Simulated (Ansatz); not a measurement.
Take InN in the wurtzite structure (space group P6_3mc, No. 186; a = 3.5809 Å, c = 5.7882 Å) as the base.

The change: cell and atoms relaxed at a pressure of 30 GPa.

Method: PBE/PAW in Ansatz (a first-principles code), scalar-relativistic without spin-orbit coupling, earlier PAW set.

Problem. Give the band edges at the high-symmetry points of the new zone, measured from its valence-band maximum.

Solution. 
```csv
point,valence edge (eV),conduction edge (eV)
Γ,0.00,0.19
M,-1.08,4.42
K,-2.54,5.00
A,-0.54,2.76
L,-1.79,3.75
H,-1.48,5.91
```

The gap is 0.19 eV, direct at Γ.

Load acts through the strain it causes; cell and atoms are relaxed under it. Stability against distortions was not tested. Tetrahedral semiconductors of this kind turn to denser phases somewhere between about 1 and 50 GPa; those were not computed, so compressed cells here can lie past the real transition. All final runs are without spin polarisation. A zero or small gap of InN can be the functional's error rather than a property of the material.
